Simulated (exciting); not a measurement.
TePt, 4 atoms in the cell. Symmetry: R-3m, No. 166, trigonal system. The conventional cell has a = 3.963 Å, b = 3.963 Å, c = 19.983 Å, α = 90.00°, β = 90.00°, γ = 120.00°. Around Pt (site symmetry 3m) lie 3 Te at 2.59 Å and 3 Pt at 2.72 Å. Te (site symmetry 3m) has 3 Pt at 2.59 Å as nearest neighbours. 

| Property | Result |
| --- | --- |
| Program | exciting (release sodium) |
| Task | single point |
| Functional | PBEsol |
| Potentials or basis | all-electron LAPW+lo, shipped species files, valence relativity iora* |
| rgkmax | 9 |
| k mesh | 8 × 8 × 8 |
| Occupations | fermi-dirac, width 0.05 eV |
| Spin | no spin polarisation |
| gmaxvr (cutoff of density and potential) | 14 1/bohr |
| lmaxapw (and lmaxmat) | 10 |
| lmaxvr | 8 |
| nempty | 22 |
| Valence relativity | iora* |
| epsengy | 1e-05 Ha |
| epspot | 1e-05 Ha |
| maxscl | 60 |
| Muffin-tin radii | Pt 2.3, Te 2.3 bohr |

Potentials or basis: all-electron LAPW+lo, shipped species files, valence relativity iora*.

The run is started by

```console
$ OMP_NUM_THREADS=1 exciting_smp
```

Hardware: 1 thread of Intel(R) Xeon(R) 6975P-C (Granite Rapids), on a shared host.

Q: How long does it take, and how much memory?

A: Run time: 12 min on 1 thread of Intel(R) Xeon(R) 6975P-C (Granite Rapids), on a shared host, peak memory 0.25 GiB. Counts: scf iterations 21, plane waves 639.
